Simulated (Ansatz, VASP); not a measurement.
TiO2 in VASP and in Ansatz

The input INCAR:

```
PREC = Accurate ; ENCUT = 520
EDIFF = 1E-7 ; ISMEAR = 0
SIGMA = 0.05 ; LREAL = F
LASPH = T ; NELM = 100
ALGO = Normal ; ISIF = 2
LWAVE = F ; LCHARG = T
GGA = PE ; LELF = T
LVHAR = T ; NBANDS = 33
```

KPOINTS

```
regular mesh
0
Gamma
  6 6 10
```

POSCAR

```
TiO2
1.0
    4.3184000000      0.0000000000      0.0000000000
    0.0000000000      4.3184000000      0.0000000000
    0.0000000000      0.0000000000      3.1219000000
Ti O
2 4
Direct
    0.0000000000      0.0000000000      0.0000000000
    0.5000000000      0.5000000000      0.5000000000
    0.3050970583      0.3050970583      0.0000000000
    0.1949029417      0.8050970583      0.5000000000
    0.6949029417      0.6949029417      0.0000000000
    0.8050970583      0.1949029417      0.5000000000
```

Input for Ansatz:

```yaml
crystal:
  lattice:
    - [4.3184, 0.0, 0.0]
    - [0.0, 4.3184, 0.0]
    - [0.0, 0.0, 3.1219]
  atoms:
    - { symbol: Ti, position: [0.0, 0.0, 0.0] }
    - { symbol: Ti, position: [0.5, 0.5, 0.5] }
    - { symbol: O, position: [0.3050970583, 0.3050970583, 0.0] }
    - { symbol: O, position: [0.1949029417, 0.8050970583, 0.5] }
    - { symbol: O, position: [0.6949029417, 0.6949029417, 0.0] }
    - { symbol: O, position: [0.8050970583, 0.1949029417, 0.5] }
basis:
  ecutwfc: 520.0
kpoints:
  mp_grid: { grid: [6, 6, 10] }
hamiltonian:
  xc: pbe
  pseudopotentials: { kind: paw, azcp: { folder: soft_1 } }
scf:
  occupations: { method: gaussian, width: 0.05 }
output:
  forces: true
  stress: true
  eigenvalues: true
  write_density: true
  write_potential: true
  elf: true
  volumetric_format: npy
```

Alike in both runs: task single point; functional PBE; k mesh 6 × 6 × 10; occupations gaussian, width 0.05 eV; no spin polarisation.

|  | VASP | Ansatz |
| --- | --- | --- |
| version | VASP 6.6.1 | Ansatz 0.2.0 |
| potentials or method | VASP PAW PBE potentials, release 64 (Ti_sv, O) | scalar-relativistic, plane waves, PAW |
| plane-wave cutoff (eV) | 520 | 520 |
| valence electrons in the cell | 48 | 48 |

Ansatz gave:

```
gap on the k mesh at the Fermi level (eV)       : 2.10
least direct gap on the mesh (eV)               : 2.10
pressure (GPa)                                  : 21.5
largest component of the traceless stress (GPa) : 18.41
rms of the force components (eV/Å)              : 0.017
```

Task: What did VASP give for the same quantities?

Result: gap on the k mesh at the Fermi level (eV): 2.06; least direct gap on the mesh (eV): 2.06; pressure (GPa): 22.2; largest component of the traceless stress (GPa): 18.34; rms of the force components (eV/Å): 0.023.

Atom by atom the forces differ by 0.006 eV/Å (rms over components).

Caveats: so large a pressure means that the cell lies far from this level's equilibrium, or that cutoff or potentials fall short (VASP). A k mesh can miss the band edges.
